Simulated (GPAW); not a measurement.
Wanted: an ASE script for a GPAW 26.7.0 run.

- Task: relaxation of cell and atoms
- Functional: BLYP
- Potentials or basis: PAW data sets generated in the run's folder for this functional
- Cutoff: 600 eV
- Basis: pw
- k mesh: 12 × 12 × 12
- Occupations: fermi-dirac, width 0.05 eV
- Spin: no spin polarisation
- Target pressure: 10 GPa
- Eigensolver: davidson
- Maxiter: 150
- Optimizer: FIRE
- Fmax: 0.01 eV/Å
- Max steps: 40
- Target pressure: 10 GPa
- Convergence: density=1e-05 forces=0.0001

The structure of Rh lies in Rh.xyz:

```xyz
1
Lattice="0.0000000000 1.8978500000 1.8978500000 1.8978500000 0.0000000000 1.8978500000 1.8978500000 1.8978500000 0.0000000000" Properties=species:S:1:pos:R:3 pbc="T T T"
Rh     0.0000000000      0.0000000000      0.0000000000
```

These files were run (other wordings do the same):

run.py

```python
from ase.filters import FrechetCellFilter
from ase.io import read, write
from ase.optimize import FIRE
from ase.units import GPa
from gpaw import GPAW, PW, setup_paths

setup_paths.insert(0, '.')

atoms = read('Rh.xyz')

calc = GPAW(mode=PW(600),
            xc='BLYP',
            kpts={'size': (12, 12, 12), 'gamma': True},
            occupations={'name': 'fermi-dirac', 'width': 0.05},
            nbands=16,
            convergence={'density': 1e-05, 'forces': 0.0001},
            eigensolver='davidson',
            maxiter=150,
            txt='gpaw.txt')
atoms.calc = calc
opt = FIRE(FrechetCellFilter(atoms, scalar_pressure=10 * GPa), trajectory='relax.traj', logfile='-')
done = opt.run(fmax=0.01, steps=40)
calc.write('gs.gpw')
write('result.traj', atoms)
print('Converged:', done)
print('Cell:', atoms.cell.cellpar().round(4))
print('Volume:', round(atoms.get_volume(), 4))
print(atoms.get_scaled_positions().round(5))
```

Potentials or basis: PAW data sets generated in the run's folder for this functional, pw.

The run is started by

```console
$ gpaw-setup -f BLYP Rh
$ OMP_NUM_THREADS=1 python run.py
```

It gave:

```
Relaxed volume                                         : 14.26 Å³/atom
Relaxed cell                                           : a = 2.722 Å, b = 2.722 Å, c = 2.722 Å, α = 60.00°, β = 60.00°, γ = 60.00°
Space group after relaxing (to 0.05 Å)                 : Fm-3m (No. 225)
Energy change on relaxing (the enthalpy is what falls) : -57.5 meV/atom
Ionic steps                                            : 14
Pressure after relaxing                                : 10.0 GPa
Band gap on the k mesh                                 : none (metal or under the smearing width)
```

Caveat: later steps reuse the first step's grids.

It took 76 s on 1 thread of Arm Neoverse V2 (shared host), peak memory 0.23 GiB.
